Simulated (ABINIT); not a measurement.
GaAs:

```
As Ga
1.0
     0.00000    2.82685    2.82685
     2.82685    0.00000    2.82685
     2.82685    2.82685    0.00000
As Ga
1 1
Cartesian
  4.2403 4.2403 4.2403
  0.0000 0.0000 0.0000
```

Base run:

- Program: ABINIT 10.8.3 (patched build)
- Functional: PBEsol
- Potentials or basis: JTH PAW PBE v2.0
- Cutoff: 463 eV
- k mesh: 10 × 10 × 10
- Occupations: fermi-dirac, width 0.05 eV
- Spin: no spin polarisation

Its results: band gap on the k mesh 0.44 eV, direct; pressure 0.2 GPa.

Question: The run is repeated on the same cell with these changes: k mesh from 10 × 10 × 10 to 3 × 3 × 3. What comes out?

Answer: Band gap on the k mesh 0.40 eV, direct; pressure 1.4 GPa.

Caveats: some runs use coarse meshes; the PAW data sets were made with another functional, which shifts forces and pressure a little.

A k mesh can miss the band edges.
